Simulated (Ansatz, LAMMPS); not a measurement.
# Static equation of state of HfO2 at 9.10 g/cm^3 with crystalline order left by the classical run (78 atoms)

Density of this cell: 9.97 g/cm³. The cell holds 78 atoms: 26 Hf and 52 O. Cell: a = 9.739 Å, b = 9.583 Å, c = 9.793 Å, α = 93.0°, β = 91.8°, γ = 87.1°. It derives from HfO2. The starting structure: 78 atoms (26 Zr, 52 O) placed at random at 5.32 g/cm³, melted at 5000 K for 10 ps at fixed volume with the Morse and Coulomb pair potential with partial charges (Pedone, Malavasi, Menziani, Cormack and Segre, J. Phys. Chem. B 110, 11780 (2006)). Quenched from 5000 K to 300 K at 50 K/ps and fixed volume, held 5 ps, then minimised at fixed cell. Then Zr was replaced by Hf (the potential has no terms for the new elements, so the cell is a start for a DFT relaxation).

Calculated with Ansatz 0.2.0: Kohn-Sham DFT, PBE, PAW (set soft_2), plane waves; cutoff 420 eV, Γ point, fixed occupations. Cell and atoms were relaxed first, to V0 = 11.682 Å³ an atom at a residual P0 = 0.013 GPa. The cell was then scaled evenly, and the atoms were relaxed at each volume.

| volume (Å³/atom) | pressure (GPa) |
| --- | --- |
| 10.514 | ? |
| 10.981 | 3.355 |
| 11.332 | 2.696 |
| 12.033 | -4.044 |
| 12.383 | -7.745 |

Task: Fit the third-order Birch–Murnaghan equation to the rows given and extrapolate to the withheld row.

**Working.**

Take the Eulerian strain f = ½[(V0/V)^(2/3) − 1] and the normalised pressure F = (P − P0) / [3f(1 + 2f)^(5/2)]. The third-order Birch–Murnaghan equation is then the line F = B0 + (3/2)B0(B′ − 4) f, so u = f and v = F.

```
      u = f  v = F (GPa)
  0.0210565      47.7216
  0.0102568      82.8898
-0.00975616      145.604
 -0.0190507      149.584
```

With n = 4: mean u = 6.2663e-4, mean v = 106.450, Σ(u − ū)² = 0.0010051, Σ(u − ū)(v − v̄) = -2.6820. Slope b = -2.6820 / 0.0010051 = -2668.3; intercept a = v̄ − b ū = 108.12.

So B0 = a = 108 GPa and B′ = 4 + 2b/(3a) = -12.5. At the withheld volume f = 0.03638, F = a + b f = 11.04 GPa, and P = P0 + 3f(1 + 2f)^(5/2) F.

Prediction at 10.514: 1.449 GPa. The run gave 13.59 GPa, so the fit is low by 12 GPa (89 % of the value).

The series isn't one smooth equation of state: even a line fitted to all rows, the withheld one included, misses F by up to 84.5 %, the count of bonds changes along the series, an atom moves over 0.5 Å in some relaxation and a scaled cell ends below the relaxed one in energy. B0 and B′ are then only the numbers of this fit, not moduli of the material. Among the rows given, the largest miss of the fit is at 12.383, by 0.49 GPa (2.3 % of the range of the table).

Limits: Static cells at zero temperature; the cell shape is held. The program notes that the SCF threshold of these relaxations is loose for the stress. The quench rate of 50 K/ps is many orders above laboratory rates, so the cell is likely richer in defects and strain than a real sample. The network of bonds at the start is that of the classical potential that made the cell, and needn't be the one that DFT or experiment would give. Only the Γ point is sampled, in a cell whose shortest periodic width is 10 Å.

[Logs are printed without paths, hosts, clocks, repeated set-up lines and the standing remarks that a program may print on its own settings, such as how far it seeks lower states.]

[Hosts, paths, dates, database ids (printed as entryN), source tags and the programs' standing remarks are cut or masked in the printed files.]
